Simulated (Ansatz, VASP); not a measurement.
# InP in two plane-wave programs, part 2 of 2

Wanted: the spread between two codes on one cell, functional and k mesh. The cell is taken from a series of runs on this material, whose earlier steps may have relaxed, scaled, displaced or heated it; both programs get it as it stands.

VASP 6.6.1 and Ansatz 0.2.0.

So far: The structure; Ansatz: G0W0 gap, r2SCAN.

## (3) VASP: G0W0 gap, r2SCAN

Level of this step: G0W0 on r2SCAN; plane waves and PAW (In_d_GW, P_GW) (VASP).

The same cell, functional and mesh now go to VASP, with its own data sets.

Lines of VASP's logs that name or quote its potential files are left out, and so is its time.

The run reads the wave functions of an earlier VASP run, which isn't shown here.

Input file INCAR:

```
SYSTEM = InP
PREC = Accurate
ENCUT = 300
ISMEAR = 0
SIGMA = 0.01
LREAL = .FALSE.
METAGGA = R2SCAN
LASPH = .TRUE.
NBANDS = 224
ALGO = EVGW0
NELMGW = 1
ENCUTGW = 150
NOMEGA = 64
PRECFOCK = Fast
NBANDSGW = 24
LWAVE = .FALSE.
LCHARG = .FALSE.
```

Input file POSCAR:

```
InP
1.0
   -2.1136199484     -2.9891100000      2.0434074799
    2.1136199484     -2.9891100000      2.0434074799
    0.0000000000      0.0000000000      4.0868149597
In P
1 1
Direct
    0.0027197983      0.0027197983      0.9972802017
    0.7472802017      0.7472802017      0.7527197983
```

Input file KPOINTS:

```
Automatic mesh
0
Gamma
6 6 6
0 0 0
```

The projector-augmented-wave data sets are In_d_GW and P_GW (PBE family, release 64).

Run with:

```bash
$ mpirun -np 8 vasp_std
```

Numbers of over 12 decimals in the logs are rounded to 6 here.

Log:

```text
[banner, memory and clock lines left out]
running    8 mpi-ranks, on    1 nodes
 distrk:  each k-point on    8 cores,    1 groups
 distr:  one band on    1 cores,    8 groups

 POSCAR found type information on POSCAR InP
 POSCAR found :  2 types and       2 ions
|                                                                             |
|           W    W    AA    RRRRR   N    N  II  N    N   GGGG   !!!           |
|           W    W   A  A   R    R  NN   N  II  NN   N  G    G  !!!           |
|           W    W  A    A  R    R  N N  N  II  N N  N  G       !!!           |
|           W WW W  AAAAAA  RRRRR   N  N N  II  N  N N  G  GGG   !            |
|           WW  WW  A    A  R   R   N   NN  II  N   NN  G    G                |
|           W    W  A    A  R    R  N    N  II  N    N   GGGG   !!!           |
|                                                                             |
|     For optimal performance we recommend to set                             |
|       NCORE = 2 up to number-of-cores-per-socket                            |
|     NCORE specifies how many cores store one orbital (NPAR=cpu/NCORE).      |
|     This setting can greatly improve the performance of VASP for DFT.       |
|     The default, NCORE=1 might be grossly inefficient on modern             |
|     multi-core architectures or massively parallel machines. Do your        |
|     Unfortunately you need to use the default for GW and RPA                |
|     calculations (for HF NCORE is supported but not extensively tested      |
|     yet).                                                                   |
|                                                                             |

|                                                                             |
|               ----> ADVICE to this user running VASP <----                  |
|                                                                             |
|     You enforced a specific xc type in the INCAR file but a different       |
|     [... a line on the potential file left out ...]
|     I HOPE YOU KNOW WHAT YOU ARE DOING!                                     |
|                                                                             |

|                                                                             |
|           W    W    AA    RRRRR   N    N  II  N    N   GGGG   !!!           |
|           W    W   A  A   R    R  NN   N  II  NN   N  G    G  !!!           |
|           W    W  A    A  R    R  N N  N  II  N N  N  G       !!!           |
|           W WW W  AAAAAA  RRRRR   N  N N  II  N  N N  G  GGG   !            |
|           WW  WW  A    A  R   R   N   NN  II  N   NN  G    G                |
|           W    W  A    A  R    R  N    N  II  N    N   GGGG   !!!           |
|                                                                             |
|     The default for ENCUTGWSOFT is different in this version of VASP.       |
|     please manually set ENCUTGWSOFT =150 in the INCAR file.                 |
|                                                                             |

 LDA part: xc-table for (None), standard interpolation
 found WAVECAR, reading the header
 POSCAR, INCAR and KPOINTS ok, starting setup
 FFT: planning ... GRIDC
 FFT: planning ... GRID_SOFT
 FFT: planning ... GRID
 reading WAVECAR
 the WAVECAR file was read successfully
 initial charge from wavefunction
 available memory per node:     70.46 GB, setting MAXMEM to     72154

 The Fermi energy was updated, please check that it is located mid-gap
 values below the HOMO (VB) or above the LUMO (CB) will cause erroneous energies
 E-fermi :   4.0554

 calculate exact exchange contribution
 the WAVEDER file was read successfully
energies w=
    0.000    0.000    0.359    0.000    0.717    0.000    1.073    0.000
    1.427    0.000    1.777    0.000    2.124    0.000    2.467    0.000
    2.806    0.000    3.140    0.000    3.470    0.000    3.795    0.000
    4.115    0.000    4.431    0.000    4.743    0.000    5.051    0.000
    5.357    0.000    5.659    0.000    5.960    0.000    6.258    0.000
    6.556    0.000    6.854    0.000    7.151    0.000    7.450    0.000
    7.750    0.000    8.053    0.000    8.360    0.000    8.670    0.000
    8.987    0.000    9.309    0.000    9.639    0.000    9.978    0.000
   10.327    0.000   10.687    0.000   11.061    0.000   11.451    0.000
   11.859    0.000   12.286    0.000   12.736    0.000   13.212    0.000
[...]
performed       3714000 updates of chi_q(r,r)
 total number of BLAS operations       1340.16 Gflops
NQ=   3    0.3333   -0.0000    0.0000,
|.........|.........|.........|.........|.........|.........|.........|.........
 performed       6098000 updates of chi_q(r,r)
 total number of BLAS operations       2205.51 Gflops
NQ=   4    0.5000   -0.0000    0.0000,
|.........|.........|.........|.........|.........|.........|.........|.........
 performed       7880000 updates of chi_q(r,r)
 total number of BLAS operations       2895.54 Gflops
NQ=   5    0.1667    0.1667    0.0000,
|.........|.........|.........|.........|.........|.........|.........|.........
 performed       9522000 updates of chi_q(r,r)
 total number of BLAS operations       3486.04 Gflops
NQ=   6    0.3333    0.1667    0.0000,
[...]
|.........|.........|.........|.........|.........|.........|.........|.........
 performed      39759000 updates of chi_q(r,r)
 total number of BLAS operations      14654.02 Gflops
NQ=  19   -0.1667    0.0000    0.1667,
|.........|.........|.........|.........|.........|.........|.........|.........
 performed      42917000 updates of chi_q(r,r)
 total number of BLAS operations      15800.35 Gflops
NQ=  20    0.3333    0.3333    0.1667,
|.........|.........|.........|.........|.........|.........|.........|.........
 performed      45268000 updates of chi_q(r,r)
 total number of BLAS operations      16662.03 Gflops
NQ=  21    0.5000    0.3333    0.1667,
|.........|.........|.........|.........|.........|.........|.........|.........
 performed      48426000 updates of chi_q(r,r)
 total number of BLAS operations      17851.82 Gflops
NQ=  22   -0.3333    0.3333    0.1667,
|.........|.........|.........|.........|.........|.........|.........|.........
 performed      51584000 updates of chi_q(r,r)
 total number of BLAS operations      19019.78 Gflops
NQ=  23   -0.1667    0.3333    0.1667,
|.........|.........|.........|.........|.........|.........|.........|.........
 performed      53882000 updates of chi_q(r,r)
 total number of BLAS operations      19853.92 Gflops
NQ=  24    0.5000    0.5000    0.1667,
|.........|.........|.........|.........|.........|.........|.........|.........
 performed      56233000 updates of chi_q(r,r)
 total number of BLAS operations      20731.78 Gflops
NQ=  25   -0.3333    0.5000    0.1667,
|.........|.........|.........|.........|.........|.........|.........|.........
 performed      58531000 updates of chi_q(r,r)
 total number of BLAS operations      21573.76 Gflops
NQ=  26    0.0000    0.0000    0.3333,
|.........|.........|.........|.........|.........|.........|.........|.........
 performed      60882000 updates of chi_q(r,r)
 total number of BLAS operations      22459.77 Gflops
NQ=  27    0.1667    0.0000    0.3333,
|.........|.........|.........|.........|.........|.........|.........|.........
 performed      64040000 updates of chi_q(r,r)
 total number of BLAS operations      23649.56 Gflops
NQ=  28    0.3333    0.0000    0.3333,
|.........|.........|.........|.........|.........|.........|.........|.........
 performed      66338000 updates of chi_q(r,r)
 total number of BLAS operations      24507.35 Gflops
NQ=  29    0.5000   -0.0000    0.3333,
|.........|.........|.........|.........|.........|.........|.........|.........
 performed      69496000 updates of chi_q(r,r)
 total number of BLAS operations      25686.20 Gflops
NQ=  30   -0.3333    0.0000    0.3333,
|.........|.........|.........|.........|.........|.........|.........|.........
 performed      72654000 updates of chi_q(r,r)
 total number of BLAS operations      26875.99 Gflops
NQ=  31   -0.1667   -0.0000    0.3333,
|.........|.........|.........|.........|.........|.........|.........|.........
 performed      75812000 updates of chi_q(r,r)
 total number of BLAS operations      28065.78 Gflops
NQ=  32    0.1667    0.1667    0.3333,
|.........|.........|.........|.........|.........|.........|.........|.........
 performed      77604000 updates of chi_q(r,r)
 total number of BLAS operations      28710.40 Gflops
NQ=  33    0.5000    0.1667    0.3333,
|.........|.........|.........|.........|.........|.........|.........|.........
 performed      80762000 updates of chi_q(r,r)
 total number of BLAS operations      29889.25 Gflops
NQ=  34   -0.3333    0.1667    0.3333,
|.........|.........|.........|.........|.........|.........|.........|.........
 performed      83318000 updates of chi_q(r,r)
 total number of BLAS operations      30825.78 Gflops
NQ=  35    0.5000    0.5000    0.3333,
|.........|.........|.........|.........|.........|.........|.........|.........
 performed      85669000 updates of chi_q(r,r)
 total number of BLAS operations      31687.46 Gflops
NQ=  36   -0.3333    0.5000    0.3333,
|.........|.........|.........|.........|.........|.........|.........|.........
 performed      88827000 updates of chi_q(r,r)
 total number of BLAS operations      32833.79 Gflops
NQ=  37   -0.1667    0.5000    0.3333,
|.........|.........|.........|.........|.........|.........|.........|.........
 performed      91125000 updates of chi_q(r,r)
 total number of BLAS operations      33660.11 Gflops
NQ=  38   -0.3333   -0.3333    0.3333,
|.........|.........|.........|.........|.........|.........|.........|.........
 performed      92917000 updates of chi_q(r,r)
 total number of BLAS operations      34329.28 Gflops
NQ=  39    0.0000    0.0000    0.5000,
|.........|.........|.........|.........|.........|.........|.........|.........
 performed      94677000 updates of chi_q(r,r)
 total number of BLAS operations      35036.00 Gflops
NQ=  40    0.1667    0.0000    0.5000,
|.........|.........|.........|.........|.........|.........|.........|.........
 performed      97835000 updates of chi_q(r,r)
 total number of BLAS operations      36225.79 Gflops
NQ=  41    0.3333    0.0000    0.5000,
|.........|.........|.........|.........|.........|.........|.........|.........
 performed     100993000 updates of chi_q(r,r)
 total number of BLAS operations      37426.57 Gflops
NQ=  42    0.5000   -0.0000    0.5000,
|.........|.........|.........|.........|.........|.........|.........|.........
 performed     102581000 updates of chi_q(r,r)
 total number of BLAS operations      38030.53 Gflops
NQ=  43    0.1667    0.1667    0.5000,
|.........|.........|.........|.........|.........|.........|.........|.........
 performed     104932000 updates of chi_q(r,r)
 total number of BLAS operations      38892.21 Gflops
NQ=  44    0.3333    0.1667    0.5000,
|.........|.........|.........|.........|.........|.........|.........|.........
 performed     107230000 updates of chi_q(r,r)
 total number of BLAS operations      39742.08 Gflops
NQ=  45   -0.3333    0.1667    0.5000,
|.........|.........|.........|.........|.........|.........|.........|.........
 performed     109291000 updates of chi_q(r,r)
 total number of BLAS operations      40483.35 Gflops
NQ=  46   -0.1667    0.1667    0.5000,
|.........|.........|.........|.........|.........|.........|.........|.........
 performed     111825000 updates of chi_q(r,r)
 total number of BLAS operations      41429.43 Gflops
 resolving degeneracies of screened two electron integrals

 calculate QP shifts <psi_nk| G(iteration)W_0 |psi_nk>: iteration 1
 entering main loop
```

From OUTCAR (step 3):

```text
ion  position               nearest neighbor table
   1  0.003  0.003  0.997-   2 2.55   2 2.55   2 2.57   2 2.57
   2  0.747  0.747  0.753-   1 2.55   1 2.55   1 2.57   1 2.57

  LATTYP: Found a body centered orthorhombic cell.
 ALAT       =     4.0868149597
 B/A-ratio  =     1.0343604833
 C/A-ratio  =     1.4628066254

 Subroutine GETGRP returns: Found  4 space group operations
 (whereof  4 operations were pure point group operations)

The static configuration has the point symmetry C_2v.

 Found     46 irreducible k-points:

   k-points           NKPTS =     46   k-points in BZ     NKDIM =    216   number of bands    NBANDS=    224

   dimension x,y,z NGX =    24 NGY =   24 NGZ =   24
   dimension x,y,z NGXF=    48 NGYF=   48 NGZF=   48

   ENCUT  =  300.0 eV  22.05 Ry    4.70 a.u.   5.92  5.92  5.77*2*pi/ulx,y,z

   NELECT =      18.0000    total number of electrons

  energy-cutoff  :      300.00
  volume of cell :       51.64
      direct lattice vectors                 reciprocal lattice vectors
    -2.113619948 -2.989110000  2.043407480    -0.236560977 -0.167273871  0.000000000
     2.113619948 -2.989110000  2.043407480     0.236560977 -0.167273871  0.000000000
     0.000000000  0.000000000  4.086814960     0.000000000  0.167273871  0.244689326

 k-points in reciprocal lattice and weights: Automatic mesh
   0.00000000  0.00000000  0.00000000       0.005
   0.16666667  0.00000000  0.00000000       0.019
   0.33333333 -0.00000000  0.00000000       0.019
   0.50000000 -0.00000000  0.00000000       0.009
   0.16666667  0.16666667  0.00000000       0.009
   0.33333333  0.16666667  0.00000000       0.019
   0.50000000  0.16666667  0.00000000       0.019
  -0.33333333  0.16666667  0.00000000       0.019
  -0.16666667  0.16666667  0.00000000       0.009
[...]
-0.33333333  0.16666667  0.50000000       0.019
  -0.16666667  0.16666667  0.50000000       0.019

 E-fermi :   4.0554

 QP shifts <psi_nk| G(iteration)W_0 |psi_nk>: iteration 1
 for sc-GW calculations column KS-energies equals QP-energies in previous step
 and V_xc(KS)=  KS-energies - (<T + V_ion + V_H > + <T+V_H+V_ion>^1  + <V_x>^1)
 k-point   1 :       0.0000    0.0000    0.0000
  band No.  KS-energies  QP-energies   sigma(KS)   V_xc(KS)     V^pw_x(r,r')   Z            occupation Imag(sigma)
    ...
      6      -8.3295      -8.3600     -11.9718     -11.9223     -18.1915       0.6165       2.0000       0.8177
      7       3.4144       3.0066     -12.8419     -12.3020     -13.7816       0.7554       2.0000       0.0308
      8       3.4315       3.0235     -12.8881     -12.3481     -13.8408       0.7556       2.0000       0.0321
      9       3.6415       3.2337     -12.9136     -12.3739     -13.8603       0.7555       2.0000       0.0326
     10       4.4694       4.3788     -10.6527     -10.5359      -6.9972       0.7756       0.0000      -0.0090
     11       7.7322       7.7806      -9.6329      -9.6960      -5.4456       0.7684       0.0000      -0.0273
     12       7.9699       8.0178      -9.6901      -9.7525      -5.4511       0.7672       0.0000      -0.0278
     13       8.1071       8.1566      -9.7316      -9.7963      -5.4477       0.7649       0.0000      -0.0280
    ...

 k-point   2 :       0.1667    0.0000    0.0000
  band No.  KS-energies  QP-energies   sigma(KS)   V_xc(KS)     V^pw_x(r,r')   Z            occupation Imag(sigma)
    ...
      6      -8.0223      -8.0861     -12.1511     -12.0501     -18.2336       0.6317       2.0000       0.8034
      7       1.2491       0.7928     -12.1666     -11.5493     -13.5770       0.7392       2.0000       0.0541
      8       3.1331       2.7136     -12.7017     -12.1453     -13.7346       0.7540       2.0000       0.0326
      9       3.3567       2.9364     -12.7562     -12.1990     -13.7850       0.7545       2.0000       0.0335
     10       5.6301       5.5998     -10.5884     -10.5490      -6.7874       0.7694       0.0000      -0.0157
     11       8.2307       8.2134      -9.9051      -9.8823      -5.5849       0.7569       0.0000      -0.0421
     12       8.3379       8.3847      -9.7909      -9.8524      -5.4391       0.7611       0.0000      -0.0331
     13       8.5248       8.5744      -9.8359      -9.9014      -5.4194       0.7575       0.0000      -0.0349
    ...

 k-point   3 :       0.3333   -0.0000    0.0000
  band No.  KS-energies  QP-energies   sigma(KS)   V_xc(KS)     V^pw_x(r,r')   Z            occupation Imag(sigma)
    ...
      6      -7.2393      -7.3585     -12.5796     -12.3984     -18.3531       0.6580       2.0000       0.7422
      7      -1.1496      -1.5893     -11.7026     -11.0774     -14.3029       0.7034       2.0000       0.1349
      8       2.6695       2.2328     -12.5184     -11.9359     -13.7237       0.7496       2.0000       0.0346
      9       2.9040       2.4640     -12.5853     -11.9991     -13.7824       0.7507       2.0000       0.0356
     10       5.5550       5.5431     -10.1353     -10.1200      -6.2768       0.7749       0.0000      -0.0140
     11       8.7018       8.7375      -9.5870      -9.6341      -5.1630       0.7571       0.0000      -0.0422
     12       8.8661       8.9045      -9.6213      -9.6723      -5.1210       0.7533       0.0000      -0.0465
     13      10.0801       9.9403      -9.7753      -9.5844      -4.7370       0.7324       0.0000      -0.1120
    ...

 k-point   4 :       0.5000   -0.0000    0.0000
  band No.  KS-energies  QP-energies   sigma(KS)   V_xc(KS)     V^pw_x(r,r')   Z            occupation Imag(sigma)
    ...
      6      -6.6722      -6.8118     -12.9650     -12.7560     -18.5498       0.6679       2.0000       0.6814
      7      -2.2916      -2.7110     -11.2833     -10.6816     -14.3932       0.6970       2.0000       0.2261
      8       2.4759       2.0326     -12.4608     -11.8682     -13.7423       0.7482       2.0000       0.0353
      9       2.7140       2.2668     -12.5309     -11.9339     -13.8028       0.7490       2.0000       0.0364
     10       5.4080       5.3956     -10.0982     -10.0822      -6.2770       0.7761       0.0000      -0.0135
     11       8.6592       8.6878      -9.4056      -9.4433      -5.0277       0.7597       0.0000      -0.0440
     12       8.8194       8.8520      -9.4345      -9.4777      -4.9776       0.7554       0.0000      -0.0484
     13      11.0014      10.7177      -8.6793      -8.2917      -3.4954       0.7320       0.0000      -0.1549
    ...

[... 4 further parts left out ...]
```

## (4) Side by side

Known differences besides the potentials themselves: VASP keeps PBE cores, Ansatz makes them for the functional; fixed occupations in Ansatz, narrow Gaussian smearing in VASP; the cutoff is 500 eV in Ansatz and 300 eV in VASP; Ansatz integrates over frequency by contour deformation, VASP on a grid of NOMEGA points. Total energies have different zeros and are not compared.

The two programs side by side:

| quantity | Ansatz | VASP | difference |
| --- | --- | --- | --- |
| G0W0 gap on the mesh (eV) | 1.14 | 1.15 | -0.01 |
| Kohn-Sham gap under it (eV) | 0.84 | 0.83 | +0.02 |

## (5) What came out

| Property | Result |
| --- | --- |
| difference in G0W0 gap on the mesh (G0W0 gap, r2SCAN) | -0.0069 eV |

The difference in G0W0 gap on the mesh is -0.0069 eV (G0W0 gap, r2SCAN). How closely two codes agree says nothing of how well the functional describes the real material.

[Lines on the potential files, build, host, timing and source positions are cut from VASP's logs without a mark.]

[Logs are printed without paths, hosts, clocks, repeated set-up lines and the standing remarks that a program may print on its own settings, such as how far it seeks lower states.]

[Hosts, paths, dates, database ids (printed as entryN), source tags and the programs' standing remarks are cut or masked in the printed files.]
